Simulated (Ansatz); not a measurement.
This guess for Ge is about to be relaxed.

```
CELL_PARAMETERS angstrom
2.83971 -6.13054 0.00000
2.83971 6.13054 0.00000
0.00000 0.00000 3.95885
ATOMIC_POSITIONS crystal
Ge 0.01037 0.40269 0.25000
Ge 0.40269 0.01037 0.75000
Ge 0.59731 0.98963 0.25000
Ge 0.98963 0.59731 0.75000
Ge 0.44309 0.55691 0.25000
Ge 0.55691 0.44309 0.75000
```

Computed with DFT PBE, scalar-relativistic, plane waves, PAW in Ansatz. Cutoff 420 eV, Gaussian smearing, Γ-centred meshes. Cell and atoms relax first on a coarse mesh and then on a finer one. In between, the cell is made exact in the group found at 0.06 Å. In metals the finer mesh still leaves noise of several meV/atom or more. The steps can't lower the symmetry of their start. No spin polarisation.

A guess keeps its type if space group and coordination stay and the shape of the cell changes little (axis ratios within about 15 %, angles within 6°); the volume may change.

Question: Will the relaxed cell still be of the starting type?

Answer: It keeps its type. The symmetry stays Cmcm (No. 63). The volume per atom grows by 12.3 %, from 23.0 to 25.8 Å³. The shortest distance goes from 2.35 Å (Ge–Ge) to 2.47 Å (Ge–Ge). Counting neighbours within 15 % of an atom's shortest distance, the start has Ge 4 and the end Ge 4.

The last run used an 8×8×10 mesh (in the run's order of axes) for its 6-atom cell and Gaussian smearing of 0.10 eV. A structure relaxed within its symmetry needn't be a true minimum.
